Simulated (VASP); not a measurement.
# TePt (base) (R-3m) in VASP: notebook

Runs on TePt (base). Level: PBEsol+D3(BJ). Tasks: single point.

All numbers are computed with VASP 6.6.1; they aren't measurements. Logs are shortened: lines on timing, memory, paths and dates and some standing lists are left out, and cuts for length are marked.

### Step 1. Starting point

Symmetry: R-3m, No. 166, trigonal system. The conventional cell has a = 3.924 Å, b = 3.924 Å, c = 19.161 Å, α = 90.00°, β = 90.00°, γ = 120.00°. Te (site symmetry 3m) is surrounded by 3 Pt at 2.58 Å. Pt (site symmetry 3m) is surrounded by 3 Te at 2.58 Å and 3 Pt at 2.68 Å.

### Step 2. Single point, PBEsol+D3(BJ) (cell and atoms relaxed tightly for response)

The input, INCAR:

```
PREC = Accurate
ENCUT = 520
EDIFF = 1E-6
ISMEAR = -1
SIGMA = 0.15
LREAL = F
LASPH = T
NELM = 100
ALGO = Fast
ISIF = 2
LWAVE = F
LCHARG = F
GGA = PS
IVDW = 12
NBANDS = 24
```

The input, KPOINTS:

```
regular mesh
0
Gamma
  12 12 12
```

The input, POSCAR:

```
TePt
1.0
    1.9620791345      1.1328069165      6.3836441151
   -1.9620791345      1.1328069165      6.3836441151
    0.0000000000     -2.2656138330      6.3836441151
Te Pt
2 2
Direct
    0.6020898133      0.6020898133      0.6020898133
    0.3979101867      0.3979101867      0.3979101867
    0.8708040492      0.8708040492      0.8708040492
    0.1291959508      0.1291959508      0.1291959508
```

Potentials or basis: VASP PAW PBE potentials, release 64 (Te, Pt).

The run is started by

```
> cat potpaw_PBE.64/Te/POTCAR potpaw_PBE.64/Pt/POTCAR > POTCAR
> mpirun -np 1 vasp_std > vasp.out
```

OUTCAR:

```text
PREC = Accurate
   ENCUT = 520
   EDIFF = 1E-6
   ISMEAR = -1
   LREAL = F
   LASPH = T
   NELM = 100
   ISIF = 2
   GGA = PS
   IVDW = 12
 IVDW          = 12

 ion  position               nearest neighbor table
   1  0.602  0.602  0.602-   3 2.58   3 2.58   3 2.58   2 3.35   2 3.35   2 3.35   4 3.50   4 3.50
                             4 3.50
   2  0.398  0.398  0.398-   4 2.58   4 2.58   4 2.58   1 3.35   1 3.35   1 3.35   3 3.50   3 3.50
                             3 3.50
   3  0.871  0.871  0.871-   1 2.58   1 2.58   1 2.58   4 2.68   4 2.68   4 2.68   2 3.50   2 3.50
                             2 3.50
   4  0.129  0.129  0.129-   2 2.58   2 2.58   2 2.58   3 2.68   3 2.68   3 2.68   1 3.50   1 3.50
                             1 3.50

  LATTYP: Found a trigonal (rhomboedric) cell.
 ALAT       =     6.7737669157
 COS(alpha) =     0.8321959118

  Lattice vectors:

 A1 = (   1.9620791345,   1.1328069165,   6.3836441151)
 A2 = (  -1.9620791345,   1.1328069165,   6.3836441151)
 A3 = (   0.0000000000,  -2.2656138330,   6.3836441151)

Analysis of symmetry for initial positions (statically):
=====================================================================
 Subroutine PRICEL returns:
 Original cell was already a primitive cell.

 Routine SETGRP: Setting up the symmetry group for a
 trigonal (rhombohedral) supercell.

 Subroutine GETGRP returns: Found 12 space group operations
 (whereof 12 operations were pure point group operations)
 out of a pool of 12 trial point group operations.

The static configuration has the point symmetry D_3d.

Analysis of symmetry for dynamics (positions and initial velocities):
=====================================================================
 Subroutine PRICEL returns:
 Original cell was already a primitive cell.

 Routine SETGRP: Setting up the symmetry group for a
 trigonal (rhombohedral) supercell.

 Subroutine GETGRP returns: Found 12 space group operations
 (whereof 12 operations were pure point group operations)
 out of a pool of 12 trial point group operations.

The dynamic configuration has the point symmetry D_3d.

 Subroutine INISYM returns: Found 12 space group operations
 (whereof 12 operations are pure point group operations),
 and found     1 'primitive' translations

----------------------------------------------------------------------------------------

                                     Primitive cell

  volume of cell :      85.1319

  direct lattice vectors                    reciprocal lattice vectors
     1.962079134  1.132806917  6.383644115     0.254831720  0.147127162  0.052216779
    -1.962079134  1.132806917  6.383644115    -0.254831720  0.147127162  0.052216779
     0.000000000 -2.265613833  6.383644115     0.000000000 -0.294254324  0.052216779

  length of vectors
     6.773766916  6.773766916  6.773766916     0.298851467  0.298851467  0.298851467

  position of ions in fractional coordinates (direct lattice)
     0.602089813  0.602089813  0.602089813
     0.397910187  0.397910187  0.397910187
     0.870804049  0.870804049  0.870804049
     0.129195951  0.129195951  0.129195951

  ion indices of the primitive-cell ions
   primitive index   ion index
                 1           1
                 2           2
                 3           3
                 4           4

----------------------------------------------------------------------------------------

 KPOINTS: regular mesh

Automatic generation of k-mesh.
 Grid dimensions read from file:
 generate k-points for:   12   12   12

 Generating k-lattice:

  Cartesian coordinates                     Fractional coordinates (reciprocal lattice)
     0.021235977  0.012260597  0.004351398     0.083333333  0.000000000  0.000000000
    -0.021235977  0.012260597  0.004351398     0.000000000  0.083333333  0.000000000
     0.000000000 -0.024521194  0.004351398     0.000000000  0.000000000  0.083333333

  Length of vectors
     0.024904289  0.024904289  0.024904289

  Shift w.r.t. Gamma in fractional coordinates (k-lattice)
     0.000000000  0.000000000  0.000000000

 Subroutine IBZKPT returns following result:
 ===========================================

 Found    189 irreducible k-points:

 Following reciprocal coordinates:
            Coordinates               Weight
  0.000000  0.000000  0.000000      1.000000
  0.083333  0.000000  0.000000      6.000000
  0.166667 -0.000000  0.000000      6.000000
  0.250000  0.000000  0.000000      6.000000
  0.333333  0.000000  0.000000      6.000000
  0.416667 -0.000000  0.000000      6.000000
[... 16 lines left out ...]
  0.500000  0.166667  0.000000     12.000000
 -0.416667  0.166667  0.000000     12.000000
 [... further k-points ...]
   k-points           NKPTS =    189   k-points in BZ     NKDIM =    189   number of bands    NBANDS=     24
   number of dos      NEDOS =    301   number of ions     NIONS =      4
   total plane-waves  NPLWV = 125000
   dimension x,y,z NGX =    50 NGY =   50 NGZ =   50
   dimension x,y,z NGXF=   100 NGYF=  100 NGZF=  100
   ions per type =               2   2
   NGX,Y,Z   is equivalent  to a cutoff of  12.27, 12.27, 12.27 a.u.
   NGXF,Y,Z  is equivalent  to a cutoff of  24.54, 24.54, 24.54 a.u.
 SYSTEM =  unknown system
   PREC   = accura    normal or accurate (medium, high low for compatibility)
   ISTART =      0    job   : 0-new  1-cont  2-samecut
   ICHARG =      2    charge: 1-file 2-atom 10-const
   ISPIN  =      1    spin polarized calculation?
   LNONCOLLINEAR =      F non collinear calculations
   LSORBIT =      F    spin-orbit coupling
   LASPH  =      T    aspherical Exc in radial PAW
   ENCUT  =  520.0 eV  38.22 Ry    6.18 a.u.  12.59 12.59 12.59*2*pi/ulx,y,z
   NELM   =    100;   NELMIN=  2; NELMDL= -5     # of ELM steps
   EDIFF  = 0.1E-05   stopping-criterion for ELM
   LREAL  =      F    real-space projection
   EDIFFG = 0.1E-04   stopping-criterion for IOM
   NSW    =      0    number of steps for IOM
   IBRION =     -1    ionic relax: 0-MD 1-quasi-New 2-CG
   NFREE  =      0    steps in history (QN), initial steepest desc. (CG)
   ISIF   =      2    stress and relaxation
   ISYM   =      2    0-nonsym 1-usesym 2-fastsym
   POTIM  = 0.5000    time-step for ionic-motion
   TEBEG  =    0.0;   TEEND  =   0.0 temperature during run
   PSTRESS=    0.0 pullay stress
   NELECT =      32.0000    total number of electrons
   NUPDOWN=      -1.0000    fix difference up-down
   EMIN   =  10.00;   EMAX   =-10.00  energy-range for DOS
   EFERMI =   0.00;   METHOD = LEGACY
   ISMEAR =    -1;   SIGMA  =   0.15  broadening in eV -4-tet -1-fermi 0-gaus
   EFERMI_NEDOS =   21; number of points for ismear=-14 and -15
   IALGO  =     68    algorithm
   IMIX   =      4    mixing-type and parameters
     AMIX     =   0.40;   BMIX     =  1.00
     AMIX_MAG =   1.60;   BMIX_MAG =  1.00
  volume/ion in A,a.u.               =      21.28       143.62
  Fermi-wavevector in a.u.,A,eV,Ry     =   1.181483  2.232679 18.992392  1.395901
  Thomas-Fermi vector in A             =   2.317755
   LORBIT       =      0    0 simple, 1 ext, 2 COOP (PROOUT), +10 PAW based schemes
   GGA     = PS    functional components
   LHFCALC =     F    Hartree Fock is set to
   AEXX    =    0.0000 exact exchange contribution
   IVDW    =    12    specifies the selected vdW correction
   LEPSILON=     F    determine dielectric tensor
   LRPA    =     F    only Hartree local field effects (RPA)
 non-spin polarized calculation
 RMM-DIIS sequential band-by-band and
  energy-cutoff  :      520.00
  volume of cell :       85.13
 maximum number of plane-waves:      2322
   NGX = 25   NGY = 25   NGZ = 25

 number of electron      32.0000000 magnetization

 Free energy of the ion-electron system (eV)
  ---------------------------------------------------
  ext. energy  EPLUGINS =         0.00000000
  ---------------------------------------------------
  free energy    TOTEN  =       -22.36595983 eV

  energy without entropy =      -22.23054675  energy(sigma->0) =      -22.29825329

 E-fermi :   9.1763     XC(G=0): -11.3942

 val. band max:        9.1741706086   @ k =   0.3333   0.2500   0.0833
 cond. band min:       9.1783084278   @ k =   0.5000   0.1667   0.0833
 fundamental gap:      0.0041378192
 Fermi energy:         9.1762942514

 k-point     1 :       0.0000    0.0000    0.0000
  band No.  band energies     occupation
      1      -4.6066      2.00000
      2      -2.5705      2.00000
      3       1.9158      2.00000
      4       3.4735      2.00000
      5       3.4735      2.00000
      6       4.2133      2.00000
[... 16 lines left out ...]
     23      15.4983      0.00000
     24      16.9574      0.00000

 k-point     2 :       0.0833    0.0000    0.0000
  band No.  band energies     occupation
      1      -4.5293      2.00000
      2      -2.5505      2.00000
      3       2.0016      2.00000
      4       3.4880      2.00000
      5       3.5263      2.00000
      6       4.1088      2.00000
[... 16 lines left out ...]
     23      15.7150      0.00000
     24      16.3319      0.00000

 k-point     3 :       0.1667   -0.0000    0.0000
  band No.  band energies     occupation
      1      -4.3068      2.00000
      2      -2.4894      2.00000
      3       2.2164      2.00000
      4       3.5428      2.00000
      5       3.5627      2.00000
      6       3.9003      2.00000
[... 16 lines left out ...]
     23      16.2294      0.00000
     24      16.5365      0.00000
[... 514 lines left out ...]
 k-point    23 :       0.5000    0.1667    0.0000
  band No.  band energies     occupation
      1      -3.0307      2.00000
      2      -2.3070      2.00000
      3       2.4213      2.00000
      4       2.8287      2.00000
      5       3.7935      2.00000
      6       4.3266      2.00000
[... 16 lines left out ...]
     23      16.9177      0.00000
     24      18.0037      0.00000

 k-point    24 :      -0.4167    0.1667    0.0000
  band No.  band energies     occupation
      1      -2.8887      2.00000
      2      -2.3046      2.00000
      3       2.4568      2.00000
      4       2.7307      2.00000
      5       3.7877      2.00000
      6       4.3340      2.00000
[... 16 lines left out ...]
     23      17.0822      0.00000
     24      18.7599      0.00000

 [... further k-points ...]

------------------------ aborting loop because EDIFF is reached ----------------------------------------

 Edisp (eV)   -2.34465

 E8    (eV) :    -1.5952

  FORCE on cell =-STRESS in cart. coord.  units (eV):
  Direction    XX          YY          ZZ          XY          YZ          ZX
  --------------------------------------------------------------------------------------
  -------------------------------------------------------------------------------------
  Total      -0.08655    -0.08655    -0.06556     0.00000    -0.00000     0.00000
  in kB      -1.62880    -1.62880    -1.23387     0.00000    -0.00000     0.00000
  external pressure =       -1.50 kB  Pullay stress =        0.00 kB

 VOLUME and BASIS-vectors are now :
 -----------------------------------------------------------------------------
  energy-cutoff  :      520.00
  volume of cell :       85.13
      direct lattice vectors                 reciprocal lattice vectors
     1.962079134  1.132806917  6.383644115     0.254831720  0.147127162  0.052216779
    -1.962079134  1.132806917  6.383644115    -0.254831720  0.147127162  0.052216779
     0.000000000 -2.265613833  6.383644115     0.000000000 -0.294254324  0.052216779

 POSITION                                       TOTAL-FORCE (eV/Angst)
 -----------------------------------------------------------------------------------
      0.00000      0.00000     11.53058         0.000000     -0.000000     -0.008910
      0.00000      0.00000      7.62035         0.000000     -0.000000      0.008910
      0.00000      0.00000     16.67671         0.000000      0.000000     -0.002625
      0.00000      0.00000      2.47422         0.000000      0.000000      0.002625
 -----------------------------------------------------------------------------------
    total drift:                               -0.000000     -0.000000      0.000000

  FREE ENERGIE OF THE ION-ELECTRON SYSTEM (eV)
  ---------------------------------------------------
  free  energy   TOTEN  =       -24.7106094163 eV

  energy  without entropy=      -24.5751963360  energy(sigma->0) =      -24.64290288
```

It took 14 min on 1 thread of Intel Xeon Platinum 8488C (Sapphire Rapids), shared host; peak memory 0.61 GiB.

Results:

```
Free energy                : -24.7106 eV
Pressure                   : -0.1 GPa
Largest force              : 0.009 eV/Å
Band gap on the k mesh     : none (metal or under the smearing width)
Dispersion energy per atom : -0.586 eV
```

Forces on the atoms (eV/Å):
```
Te   0.000  0.000 -0.009
Te   0.000  0.000  0.009
Pt   0.000  0.000 -0.003
Pt   0.000  0.000  0.003
```

Caveat: the PAW data sets were made with another functional, which shifts forces and pressure a little; pairwise dispersion overbinds metals, which lowers pressure and volume. The run has no spin-orbit coupling, so splittings on Pt, Te are missing.

### Step 3. Single point, PBEsol+D3(BJ)

The input, INCAR:

```
PREC = Accurate
ENCUT = 520
EDIFF = 1E-6
ISMEAR = 0
SIGMA = 0.1
LREAL = False
LASPH = True
NELM = 100
ALGO = Fast
ISIF = 2
LWAVE = False
LCHARG = False
GGA = PS
IVDW = 12
NBANDS = 24
```

The input, KPOINTS:

```
Automatic mesh
0
Gamma
  12 12 12
```

The input, POSCAR:

```
TePt
1.0
    1.9620349755      1.1327814213      6.3868565163
   -1.9620349755      1.1327814213      6.3868565163
    0.0000000000     -2.2655628425      6.3868565163
Te Pt
2 2
Direct
    0.6018255994      0.6018255994      0.6018255994
    0.3981744006      0.3981744006      0.3981744006
    0.8708207418      0.8708207418      0.8708207418
    0.1291792582      0.1291792582      0.1291792582
```

Potentials or basis: VASP PAW PBE potentials, release 64 (Te, Pt).

The run is started by

```
> cat potpaw_PBE.64/Te/POTCAR potpaw_PBE.64/Pt/POTCAR > POTCAR
> mpirun -np 1 vasp_std > vasp.out
```

Wall time 14 min (1 thread of Intel Xeon Platinum 8488C (Sapphire Rapids), shared host); peak memory 0.61 GiB.

The run converged. Its results:

- Free energy: -24.6466 eV
- Pressure: -0.1 GPa
- Largest force: 0.009 eV/Å
- Band gap on the k mesh: none (metal or under the smearing width)
- Dispersion energy per atom: -0.586 eV

Forces on the atoms (eV/Å):
```
Te   0.000  0.000 -0.009
Te   0.000  0.000  0.009
Pt   0.000  0.000 -0.002
Pt   0.000  0.000  0.002
```

Levels at points of the mesh, in eV from the Fermi level:
```
           k point  band 14  band 15  band 16  band 17  band 18  band 19
(0.00, 0.00, 0.00)     0.47     0.47     1.08     1.40     3.05     3.05
(0.50, 0.00, 0.00)    -2.03    -1.87    -0.97     0.36     1.17     2.08
(0.50, 0.50, 0.00)    -2.00    -1.76    -1.45    -1.09     2.85     4.28
(0.50, 0.50, 0.50)    -1.68     1.32     1.32     1.73     1.73     3.78
```

Caveat: the PAW data sets were made with another functional, which shifts forces and pressure a little; pairwise dispersion overbinds metals, which lowers pressure and volume. Spin-orbit coupling is left out, which matters for the levels of Pt, Te.
